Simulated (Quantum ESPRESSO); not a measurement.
**Li under changes of volume**

One of the cells (21.609 Å³/atom); the others are scaled copies at fixed shape and fractional positions:

```
Li
1.0
    -1.75465    1.75465    1.75465
     1.75465   -1.75465    1.75465
     1.75465    1.75465   -1.75465
Li
1
Cartesian
  0.0000 0.0000 0.0000
```

```yaml
Program: Quantum ESPRESSO 7.5
Functional: rev-vdW-DF2
Potentials_or_basis: PseudoDojo 0.4.1 SR PBE standard
Cutoff: 1007 eV
Density_cutoff: 4027 eV
k_mesh: 11 × 11 × 11
Occupations: fermi-dirac, width 0.05 eV
Spin: no spin polarisation
```

```csv
volume (Å³/atom),energy over the lowest point (meV/atom),pressure (GPa)
20.312,0.00,-0.1
20.744,0.60,-0.4
21.177,1.90,-0.6
21.609,3.81,-0.8
22.041,?,?
22.473,9.28,-1.2
22.905,12.72,-1.4
```

**Question.** What does the run at 22.041 Å³/atom give?

**Answer.** Energy over the lowest point 6.30 meV/atom; pressure -1.0 GPa.

Worked out: A Birch-Murnaghan fit of order 3 (a polynomial in V^(-2/3)) to the other rows has its minimum at 20.18 Å³/atom, just outside them, with B0 = V·E''(V) = 13.7 GPa and B' = 3.9. It gives 6.29 meV/atom at 22.041 Å³/atom, against the run's 6.30, and -dE/dV = -1.0 GPa, against -1.0.

Energies are extrapolated to zero smearing.

Caveats: the potentials were made for another functional, which shifts forces and pressure.
